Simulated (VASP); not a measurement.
Set up this calculation in VASP 6.6.1, as the native input.

```yaml
Task: single point
Functional: LDA
Potentials_or_basis: VASP PAW LDA potentials, release 64 (Ca_sv, O)
Cutoff: 520 eV
k_mesh: 9 × 9 × 6
Occupations: gaussian, width 0.05 eV
Spin: no spin polarisation
Dipole_correction: no
Further_INCAR_settings: ALGO = Fast; EDIFF = 1e-06; NBANDS = 24
```

The structure of CaO lies in POSCAR:

```
CaO
1.0
    3.9275778565      0.0000000000      0.0000000000
   -1.9637889282      3.4013821991      0.0000000000
    0.0000000000      0.0000000000      4.9430342571
Ca O
2 2
Direct
    0.3333333333      0.6666666667      0.7500000000
    0.6666666667      0.3333333333      0.2500000000
    0.3333333333      0.6666666667      0.2500000000
    0.6666666667      0.3333333333      0.7500000000
```

The cell comes from a database or a generator and needn't be the stable form of this composition.

These files were run (other wordings do the same):

INCAR

```
SYSTEM = CaO
PREC = Accurate
ENCUT = 520
EDIFF = 1E-6
ISMEAR = 0
SIGMA = 0.05
LREAL = .False.
LASPH = .True.
NELM = 100
ALGO = Fast
ISIF = 2
LWAVE = .False.
LCHARG = .False.
GGA = CA
NBANDS = 24
```

KPOINTS

```
regular mesh
0
Gamma
  9 9 6
  0 0 0
```

Potentials or basis: VASP PAW LDA potentials, release 64 (Ca_sv, O).

Launch:

```sh
$ cat potpaw_LDA.64/Ca_sv/POTCAR potpaw_LDA.64/O/POTCAR > POTCAR
$ mpirun -np 1 vasp_std > vasp.out
```

It gave:

```json
{
  "Pressure": "-5.1 GPa",
  "Band gap on the k mesh": "3.11 eV, direct"
}
```

Caveat: an odd mesh through Γ misses points on the zone boundary, where band edges often lie.

Run time: 74 s on 1 thread of Intel(R) Xeon(R) 6975P-C (Granite Rapids), with other jobs on the host, peak memory 0.19 GiB.
